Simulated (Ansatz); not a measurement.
# Ta₂C: strain energy, fitted

Ta₂C, P-3m1, a = 3.095 Å, c = 4.921 Å. The structure is a COD entry; whether it is the stable form wasn't checked. Ansatz: PBEsol, PAW, 420 eV, Γ-centred 18×18×10 mesh on 3 atoms, Gaussian smearing 0.10 eV; no spin polarisation. Series: uniaxial strain along c, with a, b and atoms relaxed; x is the strain in per cent. y is the free energy over the unstrained cell, V0 = 13.611 Å³/atom.

```tsv
x (%)	y (meV/atom)
-3.0	18.49
-2.0	?
-1.0	2.02
0.0	0.00
1.0	1.85
2.0	7.33
3.0	16.25
```

Question: Fit y = c2 x² + c3 x³ to the other rows, turn c2 into a modulus, and predict the missing energy.

Answer: Least squares on the rows shown. y = 1.9288 x² − 0.041819 x³. In eV per unit strain² c2 is 19.29; this is Young's modulus along the axis (E = ½ Y V0 ε²): 2 × 19.29 × 160.2 / (13.611) = 454 GPa. The unstrained cell keeps some stress along the strain, worth a slope of -0.04 meV/atom per %, which the form leaves out. At x = -2.0 the fit asked for gives 8.05 meV/atom. The run gave 8.12 meV/atom, so the fit is 0.07 meV/atom too low, within twice the rms miss on the fitted rows (0.04 meV/atom).

Spin–orbit coupling is left out, which can shift energies with elements as heavy as these.